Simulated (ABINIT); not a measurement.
# CoSi2 (Fm-3m) in ABINIT: notebook

The runs below take CoSi2 through single point, with PBE.

All numbers are computed with ABINIT 10.8.3 (patched build); they aren't measurements. Logs are shortened: lines on timing, memory, paths and dates and some standing lists are left out, and cuts for length are marked. The log counts tension as positive stress, the text compression.

**1. Starting point**

It takes space group Fm-3m (No. 225, cubic). Conventional cell: a = 5.356 Å, b = 5.356 Å, c = 5.356 Å, α = 90.00°, β = 90.00°, γ = 90.00°. Co (site symmetry m-3m) is surrounded by 8 Si at 2.32 Å. Around Si (site symmetry -43m) lie 4 Co at 2.32 Å.

**2. Single point, PBE, collinear spin, ferromagnetic start**

File run.abi:

```
pp_dirpath "./"
pseudos "27_Co_17_1.6_2.2_pbe_n_v1.0.psp8, 14_Si_4_1.9_1.9_pbe_n_v1.0.psp8"

acell 7.1568915705 7.1568915705 7.1568915705
rprim
     0.0000000000     0.7071067812     0.7071067812
     0.7071067812     0.0000000000     0.7071067812
     0.7071067812     0.7071067812     0.0000000000
ntypat 2
znucl 27 14
natom 3
typat 1 2 2
xred
     0.0000000000     0.0000000000     0.0000000000
     0.7500000000     0.7500000000     0.7500000000
     0.2500000000     0.2500000000     0.2500000000

ecut 30.0

kptopt 1
ngkpt 9 9 9
nshiftk 1
shiftk 0.0 0.0 0.0

ixc 11

nband 17
occopt 3
tsmear 0.05 eV

nsppol 2
spinat
     0.0000000000     0.0000000000     2.0000000000
     0.0000000000     0.0000000000     0.0000000000
     0.0000000000     0.0000000000     0.0000000000

nstep 100
tolvrs 1.0e-10

iomode 3
prtwf 0
prtden 0
prteig 0
prtebands 0
```

Potentials or basis: SPMS NC PBE v1.0.

On the command line:

```
$ abinit run.abi > log 2>&1
```

run.abo:

```text
.Version 10.8.3 of ABINIT
 Symmetries : space group Fm -3 m (#225); Bravais cF (face-center cubic)
================================================================================
 Values of the parameters that define the memory need of the present run
     intxc =       0    ionmov =       0      iscf =       7    lmnmax =       6
     lnmax =       6     mgfft =      36  mpssoang =       3    mqgrid =    3001
     natom =       3  nloc_mem =       1    nspden =       2   nspinor =       1
    nsppol =       2      nsym =      48    n1xccc =    2501    ntypat =       2
    occopt =       3   xclevel =       2
       mpw =        2054          nfft =       46656          nkpt =          35
================================================================================
================================================================================

--------------------------------------------------------------------------------
------------- Echo of variables that govern the present computation ------------
--------------------------------------------------------------------------------
 -outvars: echo values of preprocessed input variables --------
            acell      7.1568915705E+00  7.1568915705E+00  7.1568915705E+00 Bohr
              amu      5.89332000E+01  2.80855000E+01
             ecut      3.00000000E+01 Hartree
              ixc          11
         kptrlatt        9    0    0      0    9    0      0    0    9
          kptrlen      6.44120241E+01
            natom           3
            nband          17
            ngfft          36      36      36
             nkpt          35
           nspden           2
           nsppol           2
            nstep         100
             nsym          48
           ntypat           2
           occopt           3
           prtden           0
        prtebands           0
           prteig           0
            prtwf           0
            rprim      0.0000000000E+00  7.0710678120E-01  7.0710678120E-01
                       7.0710678120E-01  0.0000000000E+00  7.0710678120E-01
                       7.0710678120E-01  7.0710678120E-01  0.0000000000E+00
          spgroup         225
           spinat      0.0000000000E+00  0.0000000000E+00  2.0000000000E+00
                       0.0000000000E+00  0.0000000000E+00  0.0000000000E+00
                       0.0000000000E+00  0.0000000000E+00  0.0000000000E+00
           tolvrs      1.00000000E-10
           tsmear      1.83746611E-03 Hartree
            typat      1  2  2
           xangst      0.0000000000E+00  0.0000000000E+00  0.0000000000E+00
                       4.0169999973E+00  4.0169999973E+00  4.0169999973E+00
                       1.3389999991E+00  1.3389999991E+00  1.3389999991E+00
            xcart      0.0000000000E+00  0.0000000000E+00  0.0000000000E+00
                       7.5910298427E+00  7.5910298427E+00  7.5910298427E+00
                       2.5303432809E+00  2.5303432809E+00  2.5303432809E+00
             xred      0.0000000000E+00  0.0000000000E+00  0.0000000000E+00
                       7.5000000000E-01  7.5000000000E-01  7.5000000000E-01
                       2.5000000000E-01  2.5000000000E-01  2.5000000000E-01
            znucl       27.00000   14.00000

================================================================================

 chkinp: Checking input parameters for consistency.

================================================================================
== DATASET  1 ==================================================================

--- !DatasetInfo
iteration_state: {dtset: 1, }
dimensions: {natom: 3, nkpt: 35, mband: 17, nsppol: 2, nspinor: 1, nspden: 2, mpw: 2054, }
cutoff_energies: {ecut:  30.0, pawecutdg:  -1.0, }
electrons: {nelect:   2.50000000E+01, charge:   0.00000000E+00, occopt:   3.00000000E+00, tsmear:   1.83746611E-03, }
meta: {optdriver: 0, ionmov: 0, optcell: 0, iscf: 7, paral_kgb: 0, }
...

 Exchange-correlation functional for the present dataset will be:
  GGA: Perdew-Burke-Ernzerhof functional - ixc=11
  J.P.Perdew, K.Burke, M.Ernzerhof, PRL 77, 3865 (1996)

 Real(R)+Recip(G) space primitive vectors, cartesian coordinates (Bohr,Bohr^-1):
 R(1)=  0.0000000  5.0606866  5.0606866  G(1)= -0.0988008  0.0988008  0.0988008
 R(2)=  5.0606866  0.0000000  5.0606866  G(2)=  0.0988008 -0.0988008  0.0988008
 R(3)=  5.0606866  5.0606866  0.0000000  G(3)=  0.0988008  0.0988008 -0.0988008
 Unit cell volume ucvol=  2.5921392E+02 bohr^3
 Angles (23,13,12)=  6.00000000E+01  6.00000000E+01  6.00000000E+01 degrees

[... 68 lines left out ...]
pressure_GPa:   3.0096E-01
xred      :
- [  0.0000E+00,   0.0000E+00,   0.0000E+00, Co]
- [  7.5000E-01,   7.5000E-01,   7.5000E-01, Si]
- [  2.5000E-01,   2.5000E-01,   2.5000E-01, Si]
cartesian_forces: # hartree/bohr
- [  1.93984267E-30,   2.49408343E-30,  -1.93984267E-30, ]
- [  5.55626363E-29,  -3.11760428E-29,   1.09462550E-29, ]
- [ -5.75024790E-29,   2.86819594E-29,  -9.00641238E-30, ]
force_length_stats: {min:   3.70761801E-30, max:   6.48868658E-29, mean:   4.44131527E-29, }
...

 Integrated electronic and magnetization densities in atomic spheres:
 ------------------------------------------------------------------------------------------------------------
 Radius=ratsph(iatom), smearing ratsm=  0.0000. Diff(up-dn)=approximate z local magnetic moment.
    Atom    Radius    up_density   dn_density  Total(up+dn)  Diff(up-dn)
    1 Co   2.00000     7.777324     7.777324     15.554649    -0.000000
    2 Si   2.00000     0.880120     0.880120      1.760239     0.000000
    3 Si   2.00000     0.880120     0.880120      1.760239     0.000000
 ------------------------------------------------------------------------------------------------------------
  Sum:                 9.537563     9.537563     19.075127     0.000000
 Total magnetization (from the atomic spheres):                0.000000
 Total magnetization (exact up - dn):                          0.000000

================================================================================

 ----iterations are completed or convergence reached----

 Mean square residual over all n,k,spin=   12.484E-08; max=  27.984E-06
 reduced coordinates (array xred) for    3 atoms
       0.000000000000      0.000000000000      0.000000000000
       0.750000000000      0.750000000000      0.750000000000
       0.250000000000      0.250000000000      0.250000000000
 rms dE/dt=  1.7811E-28; max dE/dt=  3.3658E-28; dE/dt below (all hartree)
    1      -0.000000000000      0.000000000000      0.000000000000
    2       0.000000000000     -0.000000000000     -0.000000000000
    3      -0.000000000000      0.000000000000      0.000000000000

 cartesian coordinates (angstrom) at end:
    1      0.00000000000000     0.00000000000000     0.00000000000000
    2      4.01699999732709     4.01699999732709     4.01699999732709
    3      1.33899999910903     1.33899999910903     1.33899999910903

 cartesian forces (hartree/bohr) at end:
    1      0.00000000000000     0.00000000000000    -0.00000000000000
    2      0.00000000000000    -0.00000000000000     0.00000000000000
    3     -0.00000000000000     0.00000000000000    -0.00000000000000
 frms,max,avg= 3.0556004E-29 5.7502479E-29   0.000E+00  0.000E+00  0.000E+00 h/b

 cartesian forces (eV/Angstrom) at end:
    1      0.00000000000000     0.00000000000000    -0.00000000000000
    2      0.00000000000000    -0.00000000000000     0.00000000000000
    3     -0.00000000000000     0.00000000000000    -0.00000000000000
 frms,max,avg= 1.5712529E-27 2.9568964E-27   0.000E+00  0.000E+00  0.000E+00 e/A
 length scales=  7.156891570500  7.156891570500  7.156891570500 bohr
              =  3.787263917443  3.787263917443  3.787263917443 angstroms
 Fermi (or HOMO) energy (hartree) =   0.34383   Average Vxc (hartree)=  -0.43697
 Magnetization (Bohr magneton)=  7.91905741E-09
 Total spin up =  1.25000000E+01   Total spin down =  1.25000000E+01
 Eigenvalues (hartree) for nkpt=  35  k points, SPIN UP:
 kpt#   1, nband= 17, wtk=  0.00137, kpt=  0.0000  0.0000  0.0000 (reduced coord)
  -3.13933   -1.79072   -1.79072   -1.79072   -0.13707    0.19467    0.19467    0.19467
   0.27564    0.27564    0.37244    0.47004    0.47004    0.47004    0.47246    0.47246
   0.47246
      occupation numbers for kpt#   1
   1.00000    1.00000    1.00000    1.00000    1.00000    1.00000    1.00000    1.00000
   1.00000    1.00000    0.00000    0.00000    0.00000    0.00000    0.00000    0.00000
   0.00000
 prteigrs : prtvol=0 or 1, do not print more k-points.

 Eigenvalues (hartree) for nkpt=  35  k points, SPIN DOWN:
 kpt#   1, nband= 17, wtk=  0.00137, kpt=  0.0000  0.0000  0.0000 (reduced coord)
  -3.13933   -1.79072   -1.79072   -1.79072   -0.13707    0.19467    0.19467    0.19467
   0.27564    0.27564    0.37244    0.47004    0.47004    0.47004    0.47246    0.47246
   0.47246
      occupation numbers for kpt#   1
   1.00000    1.00000    1.00000    1.00000    1.00000    1.00000    1.00000    1.00000
   1.00000    1.00000    0.00000    0.00000    0.00000    0.00000    0.00000    0.00000
   0.00000
 prteigrs : prtvol=0 or 1, do not print more k-points.

--- !EnergyTerms
iteration_state     : {dtset: 1, }
comment             : Components of total free energy in Hartree
kinetic             :  5.86504675082191E+01
hartree             :  5.11804228958694E+01
xc                  : -2.64670278649534E+01
Ewald energy        : -8.52028050387277E+01
psp_core            :  3.71274970749393E+00
local_psp           : -1.45429340308736E+02
non_local_psp       : -6.57104297854940E+00
internal            : -1.50126576079384E+02
'-kT*entropy'       : -3.80723569207464E-04
total_energy        : -1.50126956802954E+02
total_energy_eV     : -4.08516260749888E+03
band_energy         : -1.36664569194882E+01
...

 Cartesian components of stress tensor (hartree/bohr^3)
  sigma(1 1)= -1.02292591E-05  sigma(3 2)=  0.00000000E+00
  sigma(2 2)= -1.02292591E-05  sigma(3 1)=  0.00000000E+00
  sigma(3 3)= -1.02292591E-05  sigma(2 1)=  0.00000000E+00

-Cartesian components of stress tensor (GPa)         [Pressure=  3.0096E-01 GPa]
- sigma(1 1)= -3.00955192E-01  sigma(3 2)=  0.00000000E+00
- sigma(2 2)= -3.00955192E-01  sigma(3 1)=  0.00000000E+00
- sigma(3 3)= -3.00955192E-01  sigma(2 1)=  0.00000000E+00

== END DATASET(S) ==============================================================
================================================================================

 -outvars: echo values of variables after computation  --------
            acell      7.1568915705E+00  7.1568915705E+00  7.1568915705E+00 Bohr
           etotal     -1.5012695680E+02
            fcart      1.9398426655E-30  2.4940834271E-30 -1.9398426655E-30
                       5.5562636348E-29 -3.1176042839E-29  1.0946255041E-29
                      -5.7502479014E-29  2.8681959412E-29 -9.0064123756E-30
            rprim      0.0000000000E+00  7.0710678120E-01  7.0710678120E-01
                       7.0710678120E-01  0.0000000000E+00  7.0710678120E-01
                       7.0710678120E-01  7.0710678120E-01  0.0000000000E+00
           strten     -1.0229259061E-05 -1.0229259061E-05 -1.0229259061E-05
                       0.0000000000E+00  0.0000000000E+00  0.0000000000E+00
           xangst      0.0000000000E+00  0.0000000000E+00  0.0000000000E+00
                       4.0169999973E+00  4.0169999973E+00  4.0169999973E+00
                       1.3389999991E+00  1.3389999991E+00  1.3389999991E+00
             xred      0.0000000000E+00  0.0000000000E+00  0.0000000000E+00
                       7.5000000000E-01  7.5000000000E-01  7.5000000000E-01
                       2.5000000000E-01  2.5000000000E-01  2.5000000000E-01
 Calculation completed.
```

Wall time 69 s (1 thread of Intel Xeon 6975P-C (Granite Rapids), shared host); peak memory 0.11 GiB.

What came out:

- Free energy: -4085.1626 eV
- Pressure: 0.3 GPa
- Band gap on the k mesh: none (metal or under the smearing width)
- Net moment: 0.00 μB per cell
- Valence electrons inside the program's atomic spheres: Co 15.55; Si 1.76

Levels at points of the mesh, in eV from the Fermi level:
Spin up:
| k point | band 9 | band 10 | band 11 | band 12 | band 13 | band 14 | band 15 | band 16 | band 17 |
| --- | --- | --- | --- | --- | --- | --- | --- | --- | --- |
| (0.00, 0.00, 0.00) | -1.86 | -1.86 | 0.78 | 3.43 | 3.43 | 3.43 | 3.50 | 3.50 | 3.50 |
Spin down:
```tsv
k point	band 10	band 11	band 12	band 13	band 14	band 15	band 16	band 17
(0.00, 0.00, 0.00)	-1.86	0.78	3.43	3.43	3.43	3.50	3.50	3.50
```

Caveat: the starting moments collapsed, and a magnetic state may lie lower.

**3. Single point, PBE, collinear spin, ferromagnetic start**

run.abi, as its differences from that of step 2:

```diff
@@ -1,3 +1,3 @@
 pp_dirpath "./"
-pseudos "27_Co_17_1.6_2.2_pbe_n_v1.0.psp8, 14_Si_4_1.9_1.9_pbe_n_v1.0.psp8"
+pseudos "Co.GGA_PBE-JTH.xml, Si.GGA_PBE-JTH.xml"
 
@@ -17,3 +17,5 @@
 
-ecut 30.0
+ecut 26.0
+pawecutdg 48.0
+pawxcdev 0
 
@@ -37,3 +39,3 @@
 nstep 100
-tolvrs 1.0e-10
+tolvrs 1.0e-9
```

Potentials or basis: JTH PAW PBE v2.0.

On the command line:

```
$ abinit run.abi > log 2>&1
```

Run time: 2.7 min. Hardware: 1 thread of Intel Xeon 6975P-C (Granite Rapids), shared host; peak memory 0.19 GiB.

Results (log left out):

| Item | Value |
| --- | --- |
| Free energy | -4202.3098 eV |
| Pressure | 0.5 GPa |
| Band gap on the k mesh | none (metal or under the smearing width) |
| Net moment | 0.00 μB per cell |
| Valence electrons inside the program's atomic spheres | Co 15.90; Si 1.53 |

Levels at points of the mesh, in eV from the Fermi level:
Spin up:
```csv
k point,band 10,band 11,band 12,band 13,band 14,band 15,band 16,band 17
"(0.00, 0.00, 0.00)",-1.87,0.75,3.45,3.45,3.45,3.51,3.51,3.51
```
Spin down:
| k point | band 10 | band 11 | band 12 | band 13 | band 14 | band 15 | band 16 | band 17 |
| --- | --- | --- | --- | --- | --- | --- | --- | --- |
| (0.00, 0.00, 0.00) | -1.87 | 0.75 | 3.45 | 3.45 | 3.45 | 3.51 | 3.51 | 3.51 |

Caveat: the starting moments collapsed, and a magnetic state may lie lower.
